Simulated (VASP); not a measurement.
Here is a VASP 6.6.1 calculation.

The input INCAR:

```
SYSTEM = LaB6
PREC     = Accurate       ! precision mode
ENCUT    = 600            ! plane-wave cutoff, eV
EDIFF    = 1E-6           ! SCF threshold, eV
ISMEAR   = 1              ! smearing method
SIGMA    = 0.1            ! smearing width, eV
LREAL    = .FALSE.        ! projectors in reciprocal space
LASPH    = .TRUE.         ! aspherical terms in the spheres
NELM     = 80             ! most SCF steps
ALGO     = Normal         ! electronic algorithm
ISIF     = 3              ! what is computed and relaxed
LWAVE    = .FALSE.        ! write WAVECAR
LCHARG   = .FALSE.        ! write CHGCAR
GGA      = PE             ! functional
IBRION   = 2              ! ionic algorithm
NSW      = 90             ! ionic steps
EDIFFG   = -0.01          ! ionic threshold
KPAR     = 2
```

KPOINTS

```
Automatic mesh
0
G
  10 10 10
  0 0 0
```

Contents of POSCAR:

```
LaB6
1.0
    4.1570000000      0.0000000000      0.0000000000
    0.0000000000      4.1570000000      0.0000000000
    0.0000000000      0.0000000000      4.1570000000
La B
1 6
Direct
    0.0000000000      0.0000000000      0.0000000000
    0.1975000000      0.5000000000      0.5000000000
    0.5000000000      0.1975000000      0.5000000000
    0.8025000000      0.5000000000      0.5000000000
    0.5000000000      0.8025000000      0.5000000000
    0.5000000000      0.5000000000      0.1975000000
    0.5000000000      0.5000000000      0.8025000000
```

Potentials or basis: VASP PAW PBE potentials, release 64 (La, B).

The run is started by

```sh
$ cat potpaw_PBE.64/La/POTCAR potpaw_PBE.64/B/POTCAR > POTCAR
$ mpirun -np 2 vasp_std > vasp.out
```

Task: Predict the band gap on the k mesh.

Result: None (metal or under the smearing width).

Task: Estimate the space group after relaxing (to 0.05 Å).

Result: Pm-3m (No. 221).

Step by step:
```
step  energy change (eV)  largest force (eV/Å)  pressure (GPa)  volume (Å³)
   1              0.0000                0.5922           -0.75        71.84
   2              0.0561                1.2297            2.14        71.34
   3             -0.0169                0.0013            0.02        71.67
```

Spin-orbit coupling is left out, which matters for the levels of La.
